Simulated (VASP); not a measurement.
HgSe:

```
Hg Se
1.0
     0.00000    3.03900    3.03900
     3.03900    0.00000    3.03900
     3.03900    3.03900    0.00000
Hg Se
1 1
Direct
  0.00000 0.00000 0.00000
  0.75000 0.75000 0.75000
```

- Program: VASP 6.6.1
- Task: relaxation of cell and atoms
- Functional: optB86b-vdW
- Potentials or basis: VASP PAW PBE potentials, release 64 (Hg, Se)
- Cutoff: 600 eV
- k mesh: 8 × 8 × 8
- Occupations: fermi-dirac, width 0.05 eV
- Spin: no spin polarisation

At the start: pressure 3.6 GPa; volume 28.07 Å³/atom.

Task: How do energy, volume and symmetry change on relaxing?

Result: Over 3 steps the energy falls by 20.0 meV/atom and the volume is 29.95 Å³/atom (+6.7 %); space group F-43m (No. 216, to 0.05 Å).

The path:
```tsv
step	energy change (eV)	largest force (eV/Å)	pressure (GPa)	volume (Å³)
1	0.0000	0.0000	3.65	56.13
2	-0.0342	0.0000	-1.15	61.49
3	-0.0401	0.0000	0.01	59.89
```

Final structure:
```
CELL_PARAMETERS angstrom
0.00000 3.10535 3.10535
3.10535 0.00000 3.10535
3.10535 3.10535 0.00000
ATOMIC_POSITIONS crystal
Hg 0.00000 0.00000 0.00000
Se 0.75000 0.75000 0.75000
```

Caveat: the PAW data sets were made with another functional, which shifts forces and pressure a little.
